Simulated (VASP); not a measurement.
## H2: single point with PBE+D3(BJ)

The system is H2, in a box.

```xyz
2
Lattice="11.1715 0.0000 0.0000 0.0000 11.6715 0.0000 0.0000 0.0000 12.1715" Properties=species:S:1:pos:R:3 pbc="T T T"
H     5.6191    5.6934    6.4215
H     5.5547    6.0652    5.7725
```

- Program: VASP 6.6.1
- Task: single point
- Functional: PBE
- Dispersion: D3(BJ)
- Potentials or basis: VASP PAW PBE potentials, release 64 (H)
- Cutoff: 250 eV
- k mesh: 1 × 1 × 1
- Occupations: gaussian, width 0.01 eV
- Spin: no spin polarisation
- Further INCAR settings: ALGO = Fast; EDIFF = 1e-06; ISYM = 0

- Largest force: 0.024 eV/Å
- Gap between the frontier levels: 10.13 eV
- Dispersion energy per atom: -0.001 eV

Forces on the atoms (eV/Å):
```
H   -0.003  0.015 -0.018
H    0.003 -0.015  0.018
```

Levels at points of the mesh, in eV from the valence-band top:
| k point | band 1 | band 2 | band 3 | band 4 |
| --- | --- | --- | --- | --- |
| (0.00, 0.00, 0.00) | 0.00 | 10.13 | 10.54 | 10.99 |

Run time: 5.3 s on 4 MPI ranks on AMD EPYC 9R45 (Zen 5), on a shared host, peak memory 0.19 GiB a rank.

 Expect the measured gap to be larger: semilocal functionals such as PBE lack the derivative discontinuity.
